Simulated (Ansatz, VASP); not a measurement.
# One calculation of WC (Qusongite), two programs

```
CELL_PARAMETERS angstrom
2.90650 0.00000 0.00000
-1.45325 2.51710 0.00000
0.00000 0.00000 2.83660
ATOMIC_POSITIONS crystal
W 0.00000 0.00000 0.00000
C 0.66667 0.33333 0.50000
```

Alike in both runs: task single point; functional PBE; k mesh 10 × 10 × 9; occupations gaussian, width 0.012 eV; no spin polarisation.

|  | VASP | Ansatz |
| --- | --- | --- |
| version | VASP 6.6.1 | Ansatz 0.2.0 |
| potentials or method | VASP PAW PBE potentials, release 64 (W_sv, C) | Ansatz PAW |
| plane-wave cutoff (eV) | 520 | 420 |
| valence electrons in the cell | 18 | 18 |

|  | VASP | Ansatz | Ansatz less VASP |
| --- | --- | --- | --- |
| gap on the k mesh at the Fermi level (eV) | none | none | - |
| pressure (GPa) | 6.7 | 5.6 | -1.13 |
| largest component of the traceless stress (GPa) | 0.42 | 0.61 | +0.181 |

A gap of «none» marks a metal or a gap that the smearing closes. The functional is the same, so the differences come from potentials, cutoffs and numerics.

Caveats: the pressure holds a Pulay correction of +0.3 GPa for the finite cutoff (Ansatz). The runs have no spin-orbit coupling, so splittings on W are missing.
